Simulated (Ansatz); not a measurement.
Computed with Ansatz, DFT PBE, scalar-relativistic, plane waves, PAW. Settings: cutoff 420 eV, Γ-centred meshes spaced at most about 0.3 Å⁻¹, and about 0.25 Å⁻¹ or finer for metals (2π included), Gaussian smearing. No spin polarisation.

Each guess is relaxed in cell and atoms at zero pressure, on a coarse mesh first where it starts far from rest and then on a converged one. The steps can't lower the symmetry of the start, but it can rise. Energies are static (0 K, no zero-point motion).

Two unrelaxed guesses for In₂GaP₃:

A.

```cif
data_structure
_symmetry_space_group_name_H-M 'P-4m2'
_symmetry_Int_Tables_number 115
_cell_length_a 3.8698
_cell_length_b 3.8698
_cell_length_c 8.5413
_cell_angle_alpha 90.000
_cell_angle_beta 90.000
_cell_angle_gamma 90.000
_cell_volume 127.91
loop_
_atom_site_label
_atom_site_type_symbol
_atom_site_symmetry_multiplicity
_atom_site_Wyckoff_symbol
_atom_site_fract_x
_atom_site_fract_y
_atom_site_fract_z
_atom_site_occupancy
In1 In 2 g 0.00000 0.50000 0.73650 1
Ga1 Ga 1 a 0.00000 0.00000 0.00000 1
P1 P 1 b 0.50000 0.50000 0.00000 1
P2 P 2 g 0.00000 0.50000 0.38350 1
```

B.

```cif
data_structure
_symmetry_space_group_name_H-M 'P3m1'
_symmetry_Int_Tables_number 156
_cell_length_a 3.9392
_cell_length_b 3.9392
_cell_length_c 9.6490
_cell_angle_alpha 90.000
_cell_angle_beta 90.000
_cell_angle_gamma 120.000
_cell_volume 129.66
loop_
_atom_site_label
_atom_site_type_symbol
_atom_site_symmetry_multiplicity
_atom_site_Wyckoff_symbol
_atom_site_fract_x
_atom_site_fract_y
_atom_site_fract_z
_atom_site_occupancy
In1 In 1 a 0.00000 0.00000 0.00000 1
In2 In 1 c 0.66667 0.33333 0.33333 1
Ga1 Ga 1 b 0.33333 0.66667 0.66667 1
P1 P 1 a 0.00000 0.00000 0.75000 1
P2 P 1 b 0.33333 0.66667 0.41667 1
P3 P 1 c 0.66667 0.33333 0.08333 1
```

Problem. Do they relax into the same structure? If not, which is lower?

Solution. No. B ends lower, by 0.49 eV/atom. A: P-4m2 at 21.3 Å³/atom → P-4m2 at 20.2 Å³/atom; B: P3m1 at 21.6 Å³/atom → P3m1 at 24.6 Å³/atom. Counting P atoms around Ga and In (those within 1.25 times the shortest such distance or 1.15 times the sum of covalent radii; a plus sign parts nearer from farther groups), the end of A has In 5, Ga 4+4 and the end of B has In 4, Ga 4. End of A. Conventional cell: a = 3.778 Å, c = 8.506 Å. In has 5 P at 2.72–2.87 Å; Ga has 4 P at 2.67 Å and 4 P at 3.19 Å; P on a site of symmetry -4m2 is surrounded by 4 Ga at 2.67 Å and 4 P at 3.19 Å; 1 more site not described. End of B. Conventional cell: a = 4.107 Å, c = 10.098 Å. Around In on its first site lie 4 P at 2.55–2.58 Å; Ga is surrounded by 4 P at 2.38–2.48 Å; around P on its first site lie 3 Ga at 2.48 Å and 1 In at 2.58 Å; 3 more sites not described.

Cells without such a test can be saddle points. Shaken at random and relaxed again, the end of B came back.
